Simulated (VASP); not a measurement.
# Al in VASP: notebook, part 3 of 4

VASP 6.6.1.

### 4 Work function, PW91

INCAR reads:

```
PREC = Accurate
ENCUT = 520
EDIFF = 1E-6
ISMEAR = -1
SIGMA = 0.05
LREAL = F
LASPH = T
NELM = 80
ALGO = Normal
ISIF = 2
LWAVE = F
LCHARG = T
LDIPOL = T
IDIPOL = 3
DIPOL = 0.5 0.5 0.500
GGA = 91
LELF = T
LVHAR = T
LVACPOTAV = T
```

KPOINTS reads:

```
Automatic mesh
0
Gamma
  8 8 1
```

POSCAR reads:

```
Al
1.0
    2.8270770242      0.0000000000      0.0000000000
   -1.4135385121      2.4483205214      0.0000000000
    0.0000000000      0.0000000000     26.4824913375
Al
6
Direct
    0.6666666700      0.3333333400      0.2832059833
    0.0000000000      0.0000000000      0.3699235900
    0.3333333300      0.6666666600      0.4566411967
    0.0000000000      0.0000000000      0.5433588033
    0.6666666700      0.3333333400      0.6300764100
    0.0000000000      0.0000000000      0.7167940167
```

Potentials or basis: VASP PAW PBE potentials, release 64 (Al).

On the command line:

```bash
cat potpaw_PBE.64/Al/POTCAR > POTCAR
mpirun -np 1 vasp_std > vasp.out
```

OUTCAR:

```text
PREC = Accurate
   ENCUT = 520
   EDIFF = 1E-6
   ISMEAR = -1
   LREAL = F
   LASPH = T
   NELM = 80
   ISIF = 2
   GGA = 91

 ion  position               nearest neighbor table
   1  0.667  0.333  0.283-   2 2.82   2 2.82   2 2.82
   2  0.000  0.000  0.370-   3 2.82   1 2.82   1 2.82   3 2.82   1 2.82   3 2.82
   3  0.333  0.667  0.457-   4 2.82   2 2.82   4 2.82   4 2.82   2 2.82   2 2.82
   4  0.000  0.000  0.543-   3 2.82   5 2.82   3 2.82   3 2.82   5 2.82   5 2.82
   5  0.667  0.333  0.630-   4 2.82   6 2.82   4 2.82   6 2.82   4 2.82   6 2.82
   6  0.000  0.000  0.717-   5 2.82   5 2.82   5 2.82

  LATTYP: Found a hexagonal cell.
 ALAT       =     2.8270770242
 C/A-ratio  =     9.3674459913

  Lattice vectors:

 A1 = (   2.8270770242,   0.0000000000,   0.0000000000)
 A2 = (  -1.4135385121,   2.4483205214,   0.0000000000)
 A3 = (   0.0000000000,   0.0000000000,  26.4824913375)

Analysis of symmetry for initial positions (statically):
=====================================================================
 Subroutine PRICEL returns:
 Original cell was already a primitive cell.

 Routine SETGRP: Setting up the symmetry group for a
 hexagonal supercell.

 Subroutine GETGRP returns: Found  6 space group operations
 (whereof  6 operations were pure point group operations)
 out of a pool of 24 trial point group operations.

The static configuration has the point symmetry C_3v.

Analysis of symmetry for dynamics (positions and initial velocities):
=====================================================================
 Subroutine PRICEL returns:
 Original cell was already a primitive cell.

 Routine SETGRP: Setting up the symmetry group for a
 hexagonal supercell.

 Subroutine GETGRP returns: Found  6 space group operations
 (whereof  6 operations were pure point group operations)
 out of a pool of 24 trial point group operations.

The dynamic configuration has the point symmetry C_3v.

 Subroutine INISYM returns: Found  6 space group operations
 (whereof  6 operations are pure point group operations),
 and found     1 'primitive' translations

----------------------------------------------------------------------------------------

                                     Primitive cell

  volume of cell :     183.3010

  direct lattice vectors                    reciprocal lattice vectors
     2.827077024  0.000000000  0.000000000     0.353722234  0.204221627  0.000000000
    -1.413538512  2.448320521  0.000000000     0.000000000  0.408443254  0.000000000
     0.000000000  0.000000000 26.482491338     0.000000000  0.000000000  0.037760798

  length of vectors
     2.827077024  2.827077024 26.482491338     0.408443254  0.408443254  0.037760798

  position of ions in fractional coordinates (direct lattice)
     0.666666670  0.333333340  0.283205983
     0.000000000  0.000000000  0.369923590
     0.333333330  0.666666660  0.456641197
     0.000000000  0.000000000  0.543358803
     0.666666670  0.333333340  0.630076410
     0.000000000  0.000000000  0.716794017

  ion indices of the primitive-cell ions
   primitive index   ion index
                 1           1
                 2           2
                 3           3
                 4           4
                 5           5
                 6           6

----------------------------------------------------------------------------------------

 KPOINTS: Automatic mesh
[... 48 lines left out ...]
   LNONCOLLINEAR =      F non collinear calculations
   LSORBIT =      F    spin-orbit coupling
   LASPH  =      T    aspherical Exc in radial PAW
   ENCUT  =  520.0 eV  38.22 Ry    6.18 a.u.   5.26  5.26 49.24*2*pi/ulx,y,z
   NELM   =     80;   NELMIN=  2; NELMDL= -5     # of ELM steps
   EDIFF  = 0.1E-05   stopping-criterion for ELM
   LREAL  =      F    real-space projection
   EDIFFG = 0.1E-04   stopping-criterion for IOM
   NSW    =      0    number of steps for IOM
   IBRION =     -1    ionic relax: 0-MD 1-quasi-New 2-CG
   NFREE  =      0    steps in history (QN), initial steepest desc. (CG)
   ISIF   =      2    stress and relaxation
   ISYM   =      2    0-nonsym 1-usesym 2-fastsym
   POTIM  = 0.5000    time-step for ionic-motion
   TEBEG  =    0.0;   TEEND  =   0.0 temperature during run
   PSTRESS=    0.0 pullay stress
   NELECT =      18.0000    total number of electrons
   NUPDOWN=      -1.0000    fix difference up-down
   EMIN   =  10.00;   EMAX   =-10.00  energy-range for DOS
   EFERMI =   0.00;   METHOD = LEGACY
   ISMEAR =    -1;   SIGMA  =   0.05  broadening in eV -4-tet -1-fermi 0-gaus
   EFERMI_NEDOS =   21; number of points for ismear=-14 and -15
   IALGO  =     38    algorithm
   IMIX   =      4    mixing-type and parameters
     AMIX     =   0.40;   BMIX     =  1.00
     AMIX_MAG =   1.60;   BMIX_MAG =  1.00
  volume/ion in A,a.u.               =      30.55       206.16
  Fermi-wavevector in a.u.,A,eV,Ry     =   0.755285  1.427281  7.761513  0.570455
  Thomas-Fermi vector in A             =   1.853144
   LORBIT       =      0    0 simple, 1 ext, 2 COOP (PROOUT), +10 PAW based schemes
   GGA     = 91    functional components
   LHFCALC =     F    Hartree Fock is set to
   AEXX    =    0.0000 exact exchange contribution
   IVDW    =     0    specifies the selected vdW correction
   LEPSILON=     F    determine dielectric tensor
   LRPA    =     F    only Hartree local field effects (RPA)
 non-spin polarized calculation
  energy-cutoff  :      520.00
  volume of cell :      183.30
 maximum number of plane-waves:      4980
 NGX is ok and might be reduce to    24
   NGX = 11   NGY = 11   NGZ = 99

 dipolmoment           0.000000      0.000000      0.000842 electrons x Angstroem

 number of electron      18.0000000 magnetization

 dipolmoment           0.000000      0.000000     -0.001420 electrons x Angstroem

 Free energy of the ion-electron system (eV)
  ---------------------------------------------------
  ext. energy  EPLUGINS =         0.00000000
  ---------------------------------------------------
  free energy    TOTEN  =       -21.34018865 eV

  energy without entropy =      -21.32334280  energy(sigma->0) =      -21.33176572

 E-fermi :   2.5177     XC(G=0):  -6.1043

 val. band max:        2.1730093322   @ k =   0.2500   0.0000   0.0000
 cond. band min:       2.5688967350   @ k =   0.3750   0.2500   0.0000
 fundamental gap:      0.3958874028
 Fermi energy:         2.5177041309

 k-point     1 :       0.0000    0.0000    0.0000
  band No.  band energies     occupation
      1      -8.7645      2.00000
      2      -8.2512      2.00000
      3      -7.4391      2.00000
      4      -6.2767      2.00000
      5      -4.8397      2.00000
      6      -3.0870      2.00000
      7      -1.3772      2.00000
      8       0.7843      2.00000
      9       2.9214      0.00062
     10       4.8069      0.00000
     11       5.8875      0.00000
     12       6.7986      0.00000
     13       7.1916      0.00000
[... 130 lines left out ...]
  band No.  band energies     occupation
      1      -1.6986      2.00000
      2      -1.6060      2.00000
      3      -1.2240      2.00000
      4      -1.1379      2.00000
      5      -0.4732      2.00000
      6      -0.4156      2.00000
      7       0.6886      2.00000
      8       0.8448      2.00000
      9       1.2085      2.00000
     10       1.4926      2.00000
     11       2.0695      1.99974
     12       2.5689      0.52856
     13       2.6857      0.06710

------------------------ aborting loop because EDIFF is reached ----------------------------------------

  FORCE on cell =-STRESS in cart. coord.  units (eV):
  Direction    XX          YY          ZZ          XY          YZ          ZX
  --------------------------------------------------------------------------------------
  -------------------------------------------------------------------------------------
  Total        0.2961364      0.2961364      2.9743331      0.0000000      0.0000000      0.0000000
  in kB        2.5884374      2.5884374     25.9977307      0.0000000      0.0000000      0.0000000
  external PRESSURE =      10.3915352 kB  Pullay stress =       0.0000000 kB

 VOLUME and BASIS-vectors are now :
 -----------------------------------------------------------------------------
  energy-cutoff  :      520.00
  volume of cell :      183.30
      direct lattice vectors                 reciprocal lattice vectors
     2.827077024  0.000000000  0.000000000     0.353722234  0.204221627  0.000000000
    -1.413538512  2.448320521  0.000000000     0.000000000  0.408443254  0.000000000
     0.000000000  0.000000000 26.482491338     0.000000000  0.000000000  0.037760798

 POSITION                                       TOTAL-FORCE (eV/Angst)
 -----------------------------------------------------------------------------------
      1.41354      0.81611      7.50000         0.000000     -0.000000     -0.235302
      0.00000      0.00000      9.79650         0.000000      0.000000      0.040329
      0.00000      1.63221     12.09300        -0.000000     -0.000000     -0.172458
      0.00000      0.00000     14.38949        -0.000000      0.000000      0.179239
      1.41354      0.81611     16.68599        -0.000000      0.000000     -0.121574
      0.00000      0.00000     18.98249         0.000000      0.000000      0.309766
 -----------------------------------------------------------------------------------
    total drift:                                0.000000      0.000000     -0.000046

  FREE ENERGIE OF THE ION-ELECTRON SYSTEM (eV)
  ---------------------------------------------------
  free  energy   TOTEN  =       -21.3401886455 eV

  energy  without entropy=      -21.3233427984  energy(sigma->0) =      -21.33176572

 vacuum level on the upper side and lower side of the slab         6.530         6.568
```

OSZICAR:

```text
N       E                     dE             d eps       ncg     rms          rms(c)
DAV:   1     0.529322826951E+02    0.52932E+02   -0.60393E+03   260   0.103E+03
DAV:   2    -0.185085043310E+02   -0.71441E+02   -0.65809E+02   340   0.152E+02
DAV:   3    -0.219715507961E+02   -0.34630E+01   -0.34173E+01   377   0.343E+01
[... 18 lines left out ...]
DAV:  22    -0.213401779606E+02   -0.64058E-04   -0.34088E-05   259   0.202E-02    0.145E-03
DAV:  23    -0.213401862193E+02   -0.82587E-05   -0.13472E-06   235   0.518E-03    0.940E-04
DAV:  24    -0.213401875631E+02   -0.13438E-05   -0.20102E-07   185   0.220E-03    0.671E-04
DAV:  25    -0.213401885973E+02   -0.10342E-05   -0.32655E-07   207   0.185E-03    0.570E-04
DAV:  26    -0.213401886455E+02   -0.48234E-07   -0.21459E-08   185   0.696E-04
   1 F= -.21340189E+02 E0= -.21331766E+02  d E =-.168458E-01
```

It took 29 s on 1 thread of Intel Xeon 6975P-C (Granite Rapids), shared host; peak memory 0.31 GiB.

What came out:

```
Free energy                     : -21.3402 eV
Largest force                   : 0.310 eV/Å
Band gap on the k mesh          : none (metal or under the smearing width)
Work function of the upper face : 4.01 eV
Work function of the lower face : 4.05 eV
```

Forces in eV/Å, atoms in the order of the input:
```
Al   0.000  0.000 -0.235
Al   0.000  0.000  0.040
Al   0.000  0.000 -0.172
Al   0.000  0.000  0.179
Al   0.000  0.000 -0.122
Al   0.000  0.000  0.310
```

Levels at points of the mesh, in eV from the Fermi level:
```tsv
k point	band 5	band 6	band 7	band 8	band 9	band 10	band 11	band 12	band 13
(0.00, 0.00, 0.00)	-7.36	-5.60	-3.89	-1.73	0.40	2.29	3.37	4.28	4.67
(0.50, 0.00, 0.00)	-4.06	-4.01	-2.84	-2.73	-1.57	-1.16	0.29	0.45	1.72
```

Caveat: the PAW data sets were made with another functional, which shifts forces and pressure a little.

(Part 3 of 4 ends here.)
